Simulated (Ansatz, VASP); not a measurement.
One calculation of PbSe, two programs

```
Pb Se
1.0
     0.00000    3.45155    3.45155
     3.45155    0.00000    3.45155
     3.45155    3.45155    0.00000
Pb Se
1 1
Direct
  0.75000 0.75000 0.75000
  0.00000 0.00000 0.00000
```

Change from the starting cell: species swapped into the CuS type (F-43m, No. 216).

Alike in both runs: functional PBE; k mesh 8 × 8 × 8; occupations gaussian, width 0.02 eV; no spin polarisation.

Ansatz relaxed the structure, and its values are those at the end. VASP's run is a single point on that final structure, the one shown.

|  | VASP | Ansatz |
| --- | --- | --- |
| version | VASP 6.6.1 | Ansatz 0.2.0 |
| potentials or method | VASP PAW PBE potentials, release 64 (Pb_d, Se) | scalar-relativistic, plane waves, PAW |
| plane-wave cutoff (eV) | 520 | 420 |
| valence electrons in the cell | 20 | 30 |

|  | VASP | Ansatz | Ansatz less VASP |
| --- | --- | --- | --- |
| gap on the k mesh at the Fermi level (eV) | 0.68 | 0.67 | -0.001 |
| least direct gap on the mesh (eV) | 1.18 | 1.17 | -0.002 |
| pressure (GPa) | -0.1 | 0.0 | +0.01 |

The two sets of potentials don't hold the same shells in valence.

Caveats: spin-orbit coupling is left out, which as a rule narrows the gap of such compounds by several tenths of an eV. A k mesh can miss the band edges.
